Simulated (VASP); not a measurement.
# AlH3 in VASP: a series of runs, part 2 of 3

VASP 6.6.1. Earlier steps stand in the parts before.

## 4. Atomic charges, PBE+TS

Contents of INCAR:

```
  ALGO = Normal
  EDIFF = 1E-7
  ENCUT = 520
  GGA = PE
  ISIF = 2
  ISMEAR = 0
  IVDW = 2
  LASPH = True
  LCHARG = False
  LORBIT = 11
  LREAL = False
  LWAVE = False
  NELM = 60
  PREC = Accurate
  SIGMA = 0.01
```

Contents of KPOINTS:

```
k-points
0
Gamma
  1 1 1
```

Contents of POSCAR:

```
AlH3
1.0
   12.0000000000      0.0000000000      0.0000000000
    0.0000000000     11.0000000000      0.0000000000
    0.0000000000      0.0000000000     12.0000000000
Al H
1 3
Direct
    0.5268666700      0.5078863600      0.5074208300
    0.5784916700      0.5702227300      0.6148125000
    0.4139916700      0.4335954500      0.5166041700
    0.5881750000      0.5197500000      0.3908541700
```

Potentials or basis: VASP PAW PBE potentials, release 64 (Al, H).

Command:

```sh
$ cat potpaw_PBE.64/Al/POTCAR potpaw_PBE.64/H/POTCAR > POTCAR
$ mpirun -np 1 vasp_gam > vasp.out
```

OUTCAR:

```text
EDIFF = 1E-7
   ENCUT = 520
   GGA = PE
   ISIF = 2
   ISMEAR = 0
   IVDW = 2
   LASPH = True
   LORBIT = 11
   LREAL = False
   NELM = 60
   PREC = Accurate
  IVDW =   2

 ion  position               nearest neighbor table
   1  0.527  0.508  0.507-   3 1.59   2 1.59   4 1.59
   2  0.578  0.570  0.615-   1 1.59
   3  0.414  0.434  0.517-   1 1.59
   4  0.588  0.520  0.391-   1 1.59

  LATTYP: Found a simple tetragonal cell.
 ALAT       =    12.0000000000
 C/A-ratio  =     0.9166666667

  Lattice vectors:

 A1 = ( -12.0000000000,   0.0000000000,   0.0000000000)
 A2 = (   0.0000000000,   0.0000000000,  12.0000000000)
 A3 = (   0.0000000000,  11.0000000000,   0.0000000000)

Analysis of symmetry for initial positions (statically):
=====================================================================
 Subroutine PRICEL returns:
 Original cell was already a primitive cell.

 Routine SETGRP: Setting up the symmetry group for a
 simple tetragonal supercell.

 Subroutine GETGRP returns: Found  1 space group operations
 (whereof  1 operations were pure point group operations)
 out of a pool of 16 trial point group operations.

The static configuration has the point symmetry C_1 .

Analysis of symmetry for dynamics (positions and initial velocities):
=====================================================================
 Subroutine PRICEL returns:
 Original cell was already a primitive cell.

 Routine SETGRP: Setting up the symmetry group for a
 simple tetragonal supercell.

 Subroutine GETGRP returns: Found  1 space group operations
 (whereof  1 operations were pure point group operations)
 out of a pool of 16 trial point group operations.

The dynamic configuration has the point symmetry C_1 .

 Subroutine INISYM returns: Found  1 space group operations
 (whereof  1 operations are pure point group operations),
 and found     1 'primitive' translations

----------------------------------------------------------------------------------------

                                     Primitive cell

  volume of cell :    1584.0000

  direct lattice vectors                    reciprocal lattice vectors
    12.000000000  0.000000000  0.000000000     0.083333333  0.000000000  0.000000000
     0.000000000 11.000000000  0.000000000     0.000000000  0.090909091  0.000000000
     0.000000000  0.000000000 12.000000000     0.000000000  0.000000000  0.083333333

  length of vectors
    12.000000000 11.000000000 12.000000000     0.083333333  0.090909091  0.083333333

  position of ions in fractional coordinates (direct lattice)
     0.526866670  0.507886360  0.507420830
     0.578491670  0.570222730  0.614812500
     0.413991670  0.433595450  0.516604170
     0.588175000  0.519750000  0.390854170

  ion indices of the primitive-cell ions
   primitive index   ion index
                 1           1
                 2           2
                 3           3
                 4           4

----------------------------------------------------------------------------------------

 KPOINTS: k-points

Automatic generation of k-mesh.
 Grid dimensions read from file:
 generate k-points for:    1    1    1

 Generating k-lattice:

  Cartesian coordinates                     Fractional coordinates (reciprocal lattice)
     0.083333333  0.000000000  0.000000000     1.000000000  0.000000000  0.000000000
     0.000000000  0.090909091  0.000000000     0.000000000  1.000000000  0.000000000
     0.000000000  0.000000000  0.083333333     0.000000000  0.000000000  1.000000000

  Length of vectors
     0.083333333  0.090909091  0.083333333

  Shift w.r.t. Gamma in fractional coordinates (k-lattice)
     0.000000000  0.000000000  0.000000000

 Subroutine IBZKPT returns following result:
 ===========================================

 Found      1 irreducible k-points:

 Following reciprocal coordinates:
            Coordinates               Weight
  0.000000  0.000000  0.000000      1.000000
   k-points           NKPTS =      1   k-points in BZ     NKDIM =      1   number of bands    NBANDS=      7
   number of dos      NEDOS =    301   number of ions     NIONS =      4
   total plane-waves  NPLWV = 680400
   dimension x,y,z NGX =    90 NGY =   84 NGZ =   90
   dimension x,y,z NGXF=   180 NGYF=  168 NGZF=  180
   ions per type =               1   3
   NGX,Y,Z   is equivalent  to a cutoff of  12.47, 12.70, 12.47 a.u.
   NGXF,Y,Z  is equivalent  to a cutoff of  24.94, 25.39, 24.94 a.u.
 SYSTEM =  unknown system
   PREC   = accura    normal or accurate (medium, high low for compatibility)
   ISTART =      0    job   : 0-new  1-cont  2-samecut
   ICHARG =      2    charge: 1-file 2-atom 10-const
   ISPIN  =      1    spin polarized calculation?
   LNONCOLLINEAR =      F non collinear calculations
   LSORBIT =      F    spin-orbit coupling
   LASPH  =      T    aspherical Exc in radial PAW
   ENCUT  =  520.0 eV  38.22 Ry    6.18 a.u.  22.31 20.45 22.31*2*pi/ulx,y,z
   NELM   =     60;   NELMIN=  2; NELMDL= -5     # of ELM steps
   EDIFF  = 0.1E-06   stopping-criterion for ELM
   LREAL  =      F    real-space projection
   EDIFFG = 0.1E-05   stopping-criterion for IOM
   NSW    =      0    number of steps for IOM
   IBRION =     -1    ionic relax: 0-MD 1-quasi-New 2-CG
   NFREE  =      0    steps in history (QN), initial steepest desc. (CG)
   ISIF   =      2    stress and relaxation
   ISYM   =      2    0-nonsym 1-usesym 2-fastsym
   POTIM  = 0.5000    time-step for ionic-motion
   TEBEG  =    0.0;   TEEND  =   0.0 temperature during run
   PSTRESS=    0.0 pullay stress
   NELECT =       6.0000    total number of electrons
   NUPDOWN=      -1.0000    fix difference up-down
   EMIN   =  10.00;   EMAX   =-10.00  energy-range for DOS
   EFERMI =   0.00;   METHOD = LEGACY
   ISMEAR =     0;   SIGMA  =   0.01  broadening in eV -4-tet -1-fermi 0-gaus
   EFERMI_NEDOS =   21; number of points for ismear=-14 and -15
   IALGO  =     38    algorithm
   IMIX   =      4    mixing-type and parameters
     AMIX     =   0.40;   BMIX     =  1.00
     AMIX_MAG =   1.60;   BMIX_MAG =  1.00
  volume/ion in A,a.u.               =     396.00      2672.34
  Fermi-wavevector in a.u.,A,eV,Ry     =   0.255196  0.482250  0.886078  0.065125
  Thomas-Fermi vector in A             =   1.077186
   LORBIT       =     11    0 simple, 1 ext, 2 COOP (PROOUT), +10 PAW based schemes
   GGA     = PE    functional components
   LHFCALC =     F    Hartree Fock is set to
   AEXX    =    0.0000 exact exchange contribution
   IVDW    =     2    specifies the selected vdW correction
   LEPSILON=     F    determine dielectric tensor
   LRPA    =     F    only Hartree local field effects (RPA)
 non-spin polarized calculation
 Gauss-broadening in eV      SIGMA  =   0.01
  energy-cutoff  :      520.00
  volume of cell :     1584.00
 maximum number of plane-waves:     21371
 NGX is ok and might be reduce to    90
   NGX = 45   NGY = 41   NGZ = 45

 number of electron       6.0000000 magnetization

 Free energy of the ion-electron system (eV)
  ---------------------------------------------------
  ext. energy  EPLUGINS =         0.00000000
  ---------------------------------------------------
  free energy    TOTEN  =       -12.46897640 eV

  energy without entropy =      -12.46897640  energy(sigma->0) =      -12.46897640

 E-fermi :  -7.0860     XC(G=0):  -0.6192

 val. band max:       -7.1357364857   @ k =   0.0000   0.0000   0.0000
 cond. band min:      -2.3806736308   @ k =   0.0000   0.0000   0.0000
 fundamental gap:      4.7550628549
 Fermi energy:        -7.0859506942

 k-point     1 :       0.0000    0.0000    0.0000
  band No.  band energies     occupation
      1     -10.1290      2.00000
      2      -7.1377      2.00000
      3      -7.1357      2.00000
      4      -2.3807      0.00000
      5      -0.2527      0.00000
      6       0.2100      0.00000
      7       0.4280      0.00000

------------------------ aborting loop because EDIFF is reached ----------------------------------------

  Hirshfeld charges:
            ion         q(e)
   ------------------------------
      1     Al       0.47708972
      2     H       -0.15898663
      3     H       -0.15915195
      4     H       -0.15895113

  Tkatchenko/Scheffler method for vdW energy calculation

  Number of pair interactions contributing to vdW energy:    3252

  Edisp (eV):   -0.00717

  FORCE on cell =-STRESS in cart. coord.  units (eV):
  Direction    XX          YY          ZZ          XY          YZ          ZX
  --------------------------------------------------------------------------------------
  -------------------------------------------------------------------------------------
  Total       0.13101     0.03526     0.18373     0.10016     0.03755    -0.02281
  in kB       0.13251     0.03567     0.18584     0.10131     0.03798    -0.02307
  external pressure =        0.12 kB  Pullay stress =        0.00 kB

 VOLUME and BASIS-vectors are now :
 -----------------------------------------------------------------------------
  energy-cutoff  :      520.00
  volume of cell :     1584.00
      direct lattice vectors                 reciprocal lattice vectors
    12.000000000  0.000000000  0.000000000     0.083333333  0.000000000  0.000000000
     0.000000000 11.000000000  0.000000000     0.000000000  0.090909091  0.000000000
     0.000000000  0.000000000 12.000000000     0.000000000  0.000000000  0.083333333

 POSITION                                       TOTAL-FORCE (eV/Angst)
 -----------------------------------------------------------------------------------
      6.32240      5.58675      6.08905         0.002815     -0.000936     -0.000526
      6.94190      6.27245      7.37775         0.036823      0.043047      0.078001
      4.96790      4.76955      6.19925        -0.083348     -0.050574      0.006786
      7.05810      5.71725      4.69025         0.043710      0.008464     -0.084261
 -----------------------------------------------------------------------------------
    total drift:                                0.000016     -0.000046     -0.000002

  FREE ENERGIE OF THE ION-ELECTRON SYSTEM (eV)
  ---------------------------------------------------
  free  energy   TOTEN  =       -12.4761482335 eV

  energy  without entropy=      -12.4761482335  energy(sigma->0) =      -12.47614823

 total charge

# of ion       s       p       d       tot
------------------------------------------
    1        0.450   0.387   0.000   0.837
    2        0.555   0.007   0.000   0.561
    3        0.555   0.007   0.000   0.561
    4        0.555   0.007   0.000   0.561
--------------------------------------------------
tot          2.114   0.407   0.000   2.521
```

OSZICAR:

```text
N       E                     dE             d eps       ncg     rms          rms(c)
DAV:   1     0.327202593969E+02    0.32720E+02   -0.10465E+03    14   0.387E+02
DAV:   2    -0.432940035270E+01   -0.37050E+02   -0.37050E+02    28   0.368E+01
DAV:   3    -0.138274105915E+02   -0.94980E+01   -0.94980E+01    14   0.482E+01
[... 16 lines left out ...]
DAV:  20    -0.124689749451E+02   -0.52328E-06   -0.25599E-08    28   0.101E-03    0.248E-04
DAV:  21    -0.124689758261E+02   -0.88096E-06   -0.16805E-08    28   0.725E-04    0.111E-04
DAV:  22    -0.124689762182E+02   -0.39211E-06   -0.12344E-08    14   0.587E-04    0.191E-04
DAV:  23    -0.124689763463E+02   -0.12814E-06   -0.32033E-09    28   0.288E-04    0.553E-05
DAV:  24    -0.124689764031E+02   -0.56804E-07   -0.22114E-09    28   0.249E-04
   1 F= -.12476148E+02 E0= -.12476148E+02  d E =-.110579E-12
```

stdout:

```text
POSCAR found type information on POSCAR AlH
 POSCAR found :  2 types and       4 ions
 scaLAPACK will be used
 LDA part: xc-table for (Slater+PW92), standard interpolation
 POSCAR, INCAR and KPOINTS ok, starting setup
 FFT: planning ... GRIDC
 FFT: planning ... GRID_SOFT
 FFT: planning ... GRID
 WAVECAR not read
 entering main loop
 augmentation electrons   5.99972648840480
 total        electrons   5.99972648840480
 augmentation electrons   9.89579398895607
 total        electrons   9.89579398895607
 augmentation electrons  1.966027928330346E-002
 soft         electrons   5.98006618497121
 total        electrons   5.99972646425452
 translations:           1           1           1
```

Run time: 2.3 min. Hardware: 1 thread of Intel Xeon Platinum 8259CL at 2.50GHz (Skylake/Cascade Lake), shared host; peak memory 1.1 GiB.

What came out:

- Free energy: -12.4761 eV
- Largest force: 0.098 eV/Å
- Gap between the frontier levels: 4.75 eV
- Valence electrons inside the program's atomic spheres: Al 0.84; H 0.56
- Hirshfeld charges: Al +0.48; H -0.16 e
- Dispersion energy per atom: -0.002 eV

Forces in eV/Å, atoms in the order of the input:
```
Al   0.003 -0.001 -0.001
H    0.037  0.043  0.078
H   -0.083 -0.051  0.007
H    0.044  0.008 -0.084
```

[end of part 2 of 3]
